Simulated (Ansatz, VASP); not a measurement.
One calculation of F, two programs

The input INCAR:

```
SYSTEM = F
PREC = Accurate
ENCUT = 520
EDIFF = 1E-7
ISMEAR = -1
SIGMA = 0.05
LREAL = .FALSE.
LASPH = .TRUE.
NELM = 80
ALGO = Normal
ISIF = 2
LWAVE = .FALSE.
LCHARG = .FALSE.
GGA = PE
NBANDS = 10
```

Contents of KPOINTS:

```
regular mesh
0
G
  17 17 17
  0 0 0
```

File POSCAR:

```
F
1.0
    2.1153186052      0.0000000000      0.0000000000
    0.0000000000      2.1153186052      0.0000000000
    0.0000000000      0.0000000000      2.1153186052
F
1
Direct
    0.0000000000      0.0000000000      0.0000000000
```

Input for Ansatz:

```yaml
crystal:
  lattice:
    - [2.1153186052, 0.0, 0.0]
    - [0.0, 2.1153186052, 0.0]
    - [0.0, 0.0, 2.1153186052]
  atoms:
    - { symbol: F, position: [0.0, 0.0, 0.0] }
kpoints:
  mp_grid: { grid: [17, 17, 17] }
scf:
  occupations: { method: fermi_dirac, width: 0.05 }
hamiltonian:
  xc: pbe
  pseudopotentials: { kind: nc }
output:
  forces: true
  stress: true
  eigenvalues: true
```

Change from the starting cell: volume scaled by 0.9, norm-conserving files.

Alike in both runs: task single point; functional PBE; k mesh 17 × 17 × 17; occupations fermi-dirac, width 0.05 eV; no spin polarisation.

|  | VASP | Ansatz |
| --- | --- | --- |
| version | VASP 6.6.1 | Ansatz 0.2.0 |
| potentials or method | VASP PAW PBE potentials, release 64 (F) | norm-conserving pseudopotentials, scalar-relativistic |
| plane-wave cutoff (eV) | 520 | 1320 |
| valence electrons in the cell | 7 | 7 |

VASP gave:

* pressure (GPa): 7.8

What did Ansatz give for the same quantities?

Pressure (GPa): 8.4.

The functional is the same, so the differences come from potentials, cutoffs and numerics.

Caveats: an odd number of electrons without spin polarisation forces a metal; a magnetic or distorted state may lie lower.
